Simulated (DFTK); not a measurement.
# PbO2 (Fm-3m) in DFTK: reference runs

Reference runs on PbO2: the cell as given.

All numbers are computed with DFTK 0.8.2; they aren't measurements. Logs are shortened: lines on timing, memory, paths and dates and some standing lists are left out, and cuts for length are marked.

### 1 The crystal as given

Symmetry: Fm-3m, No. 225, cubic system. Conventional cell: a = 5.404 Å, b = 5.404 Å, c = 5.404 Å, α = 90.00°, β = 90.00°, γ = 90.00°. Pb (site symmetry m-3m) has 8 O at 2.34 Å as nearest neighbours. O (site symmetry -43m) has 4 Pb at 2.34 Å as nearest neighbours.

The cell comes from a database or a generator and needn't be the stable form of this composition.

### 2 Single point, PBEsol

run.jl

```julia
using DFTK
using PseudoPotentialData
using Unitful, UnitfulAtomic
using LinearAlgebra, Printf
include("save.jl")
disable_threading()

# lattice vectors are the columns
lattice = austrip(1u"Å") * [           0.0       2.701992       2.701992;
                 2.701992            0.0       2.701992;
                 2.701992       2.701992            0.0]
symbols   = [:Pb, :O, :O]
positions = [[0.0, 0.0, 0.0],
             [0.75, 0.75, 0.75],
             [0.25, 0.25, 0.25]]
pseudopotentials = PseudoFamily("dojo.nc.sr.pbesol.v0_4_1.standard.upf")
elements = Dict(s => ElementPsp(s, pseudopotentials) for s in unique(symbols))
atoms    = [elements[s] for s in symbols]

build_model(lattice, positions; symmetries=true) =
    model_DFT(lattice, atoms, positions;
              functionals=PBEsol(),
              temperature=austrip(0.05u"eV"),
              smearing=Smearing.FermiDirac(),
              symmetries)
Ecut  = 42.0  # hartree
kgrid = [9, 9, 9]
tol   = 1e-6
to_GPa = ustrip(uconvert(u"GPa", 1u"hartree/bohr^3"))

model = build_model(lattice, positions)
basis = PlaneWaveBasis(model; Ecut, kgrid)
display(basis)
scfres = self_consistent_field(basis;
                               tol,
                               nbandsalg=AdaptiveBands(model; n_bands_converge=18))
display(scfres.energies)
@printf "Fermi level: %.6f eV\n" ustrip(auconvert(u"eV", something(scfres.εF, NaN)))
forces = compute_forces_cart(scfres)
println("Forces (eV/Å)")
for (s, f) in zip(symbols, forces)
    @printf "%-3s %12.6f %12.6f %12.6f\n" s ustrip.(auconvert.(u"eV/Å", f))...
end
stress = compute_stresses_cart(scfres)
println("Stress (GPa)")
display(round.(stress * to_GPa; digits=4))
println("Levels at the first k-point (eV): ", round.(ustrip.(auconvert.(u"eV", scfres.eigenvalues[1][1:scfres.n_bands_converge])); digits=4))
save_scf!(scfres; forces, stress)
```

Potentials or basis: dojo.nc.sr.pbesol.v0_4_1.standard.upf (PBEsol).

Started as:

```bash
$ julia --threads=1 run.jl  # save.jl only writes the numbers to a file and isn't shown; printed stress counts tension as positive; times include loading and compiling
```

Log:

```text
PlaneWaveBasis discretization:

    Ecut                 : 42.0 Ha
    fft_size             : (45, 45, 45), 91125 total points
    kgrid                : MonkhorstPack([9, 9, 9])
    num.   red. kpoints  : 729
    num. irred. kpoints  : 35

    Discretized Model(gga_x_pbe_sol+gga_c_pbe_sol, 3D):
        lattice (in Bohr)    : [0         , 5.10602   , 5.10602   ]
                               [5.10602   , 0         , 5.10602   ]
                               [5.10602   , 5.10602   , 0         ]
        unit cell volume     : 266.24 Bohr³

        atoms                : O₂Pb
        pseudopot. family    : PseudoFamily("dojo.nc.sr.pbesol.v0_4_1.standard.upf")

        num. electrons       : 26
        spin polarization    : none
        temperature          : 0.0018375 Ha
        smearing             : DFTK.Smearing.FermiDirac()

        terms                : Kinetic()
                               AtomicLocal()
                               AtomicNonlocal()
                               Ewald(nothing)
                               PspCorrection()
                               Hartree()
                               Xc(gga_x_pbe_sol, gga_c_pbe_sol)
                               Entropy()
n     Energy            log10(ΔE)   log10(Δρ)   Diag   Δtime
---   ---------------   ---------   ---------   ----   ------
  1   -102.9883236114                   -0.49    5.1    10.9s
  2   -103.1454400408       -0.80       -1.02    2.1    5.97s
  3   -103.1587023715       -1.88       -1.62    2.9    6.95s
  4   -103.1589951056       -3.53       -1.94    1.0    4.77s
  5   -103.1590472285       -4.28       -2.40    1.5    5.82s
  6   -103.1590521363       -5.31       -2.84    1.7    5.22s
  7   -103.1590530503       -6.04       -3.46    1.8    5.49s
  8   -103.1590531037       -7.27       -4.26    1.8    5.42s
  9   -103.1590531073       -8.45       -4.42    2.3    7.19s
 10   -103.1590531080       -9.12       -5.10    1.1    4.73s
 11   -103.1590531080      -10.38       -5.31    2.5    5.63s
 12   -103.1590531081      -10.71       -5.98    1.9    6.16s
 13   -103.1590531081      -12.55       -6.23    1.1    4.81s
Energy breakdown (in Ha):
    Kinetic             56.8707635
    AtomicLocal         -59.1036838
    AtomicNonlocal      -19.7840161
    Ewald               -77.1957800
    PspCorrection       5.5453366
    Hartree             18.5480896
    Xc                  -28.0395444
    Entropy             -0.0002185

    total               -103.159053108066
Fermi level: 4.052888 eV
Forces (eV/Å)
Pb      0.000000    -0.000000     0.000000
O       0.000000     0.000000     0.000000
O      -0.000000    -0.000000    -0.000000
Stress (GPa)
3×3 StaticArraysCore.SMatrix{3, 3, Float64, 9} with indices SOneTo(3)×SOneTo(3):
  4.7988  -0.0      0.0
  0.0      4.7988  -0.0
 -0.0      0.0      4.7988
Levels at the first k-point (eV): [-14.3727, -11.5758, -11.5758, -11.5758, -11.4757, -11.3342, -11.3342, 1.2707, 2.0736, 2.0736, 2.0736, 2.8531, 2.8531, 2.8531, 10.9166, 10.9166, 10.9166, 15.559]
```

Wall time 2.6 min (1 thread of Intel Xeon Platinum 8488C (Sapphire Rapids), shared host); peak memory 1.8 GiB.

What came out:

```yaml
Free_energy: -2807.1008 eV
Pressure: -4.8 GPa
Band_gap_on_the_k_mesh: none (metal or under the smearing width)
```

Levels at points of the mesh, in eV from the Fermi level:
```csv
k point,band 11,band 12,band 13,band 14,band 15,band 16
"(0.00, 0.00, 0.00)",-1.98,-1.20,-1.20,-1.20,6.86,6.86
```

The run has no spin-orbit coupling, so splittings on Pb are missing.
